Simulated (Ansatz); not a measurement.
Here is an Ansatz 0.2.0 calculation.

File input.yaml:

```yaml
crystal:
  lattice:
    - [2.4480228978, 0.0, 0.0]
    - [-1.2240114489, 2.1200500186, 0.0]
    - [0.0, 0.0, 4.07280757]
  atoms:
    - { symbol: Ni, position: [0.6666666667, 0.3333333333, 0.75], spin: 0.5 }
    - { symbol: Ni, position: [0.3333333333, 0.6666666667, 0.25], spin: 0.5 }
hamiltonian:
  xc: pbesol
  pseudopotentials: { kind: paw }
magnetization:
  spin_polarized: true
  initial_magnetization: 1.0
  spin_locking: { lock_magnetization: hard }
kpoints:
  mp_grid: { grid: [10, 10, 6] }
scf:
  occupations: { method: fermi_dirac, width: 0.05 }
  lower_state_search: "off"
output:
  forces: true
  stress: true
  eigenvalues: true
```

Potentials or basis: Ansatz PAW.

The run is started by

```bash
$ ansatz run input.yaml --threads 2 --pin off --max-ram 5632MiB --backend cpu --events-out ev --progress --plain --runs-dir out
```

**Question.** Predict the pressure.

**Answer.** -3.7 GPa.

Stress tensor (GPa, compression positive):
```
-2.73  0.00  0.00
 0.00 -2.73  0.00
 0.00  0.00 -5.64
```

Caveat: the total moment is fixed, so each spin has its own Fermi level; the PAW data sets come from PBE, with cores solved anew for the run's functional, which leaves a small shift of forces and pressure; the thresholds are loose for stress.
